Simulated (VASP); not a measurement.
The system is CdO (Monteponite).

```
CELL_PARAMETERS angstrom
0.00000 2.34950 2.34950
2.34950 0.00000 2.34950
2.34950 2.34950 0.00000
ATOMIC_POSITIONS crystal
Cd 0.00000 0.00000 0.00000
O 0.50000 0.50000 0.50000
```

```yaml
Program: VASP 6.6.1
Task: relaxation of cell and atoms
Functional: vdW-DF
Potentials_or_basis: VASP PAW PBE potentials, release 64 (Cd, O)
Cutoff: 600 eV
k_mesh: 10 × 10 × 10
Occupations: fermi-dirac, width 0.05 eV
Spin: no spin polarisation
```

At the start: pressure 12.9 GPa; volume 12.97 Å³/atom.

Question: Where does the relaxation end?

Answer: Over 3 steps the energy falls by 45.8 meV/atom and the volume is 14.21 Å³/atom (+9.6 %); space group Fm-3m (No. 225, to 0.05 Å).

The path:
```tsv
step	energy change (eV)	largest force (eV/Å)	pressure (GPa)	volume (Å³)
1	0.0000	0.0000	12.93	25.94
2	-0.0620	0.0000	-5.44	30.07
3	-0.0916	0.0000	0.01	28.43
```

Final structure:
```yaml
crystal:
  lattice:
    - [0.00000, 2.42235, 2.42235]
    - [2.42235, 0.00000, 2.42235]
    - [2.42235, 2.42235, 0.00000]
  atoms:
    - { symbol: Cd, position: [0.00000, 0.00000, 0.00000] }
    - { symbol: O, position: [0.50000, 0.50000, 0.50000] }
```

Caveat: the PAW data sets were made with another functional, which shifts forces and pressure a little.
